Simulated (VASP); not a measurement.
A run of VASP 6.6.1:

INCAR

```
SYSTEM = GaAs
PREC = Accurate ; ENCUT = 520
EDIFF = 1E-6 ; ISMEAR = 0
SIGMA = 0.05 ; LREAL = .FALSE.
LASPH = .TRUE. ; NELM = 150
ALGO = Normal ; ISIF = 2
LWAVE = .FALSE. ; LCHARG = .TRUE.
ISPIN = 2 ; MAGMOM = 0.5 0.5
LORBIT = 11 ; GGA = PE
LELF = .TRUE. ; LVHAR = .TRUE.
NBANDS = 20
```

Contents of KPOINTS:

```
Automatic mesh
0
G
  1 1 15
  0 0 0
```

POSCAR

```
GaAs
1.0
    9.0000000000      0.0000000000      0.0000000000
    0.0000000000      9.3000000000      0.0000000000
    0.0000000000      0.0000000000      4.4780840886
Ga As
1 1
Direct
    0.5000000000      0.5000000000      0.0000000000
    0.5000000000      0.5000000000      0.4650000000
```

Potentials or basis: VASP PAW PBE potentials, release 64 (Ga_d, As).

Command:

```console
$ cat potpaw_PBE.64/Ga_d/POTCAR potpaw_PBE.64/As/POTCAR > POTCAR
$ mpirun -np 1 vasp_std > vasp.out
```

Hardware: 1 thread of Intel(R) Xeon(R) 6975P-C (Granite Rapids), with other jobs on the host.

Question: How long does it take, and how much memory?

Answer: It took 110 s on 1 thread of Intel(R) Xeon(R) 6975P-C (Granite Rapids), on a shared host, peak memory 0.56 GiB. Counts: scf iterations 22, k points 8.
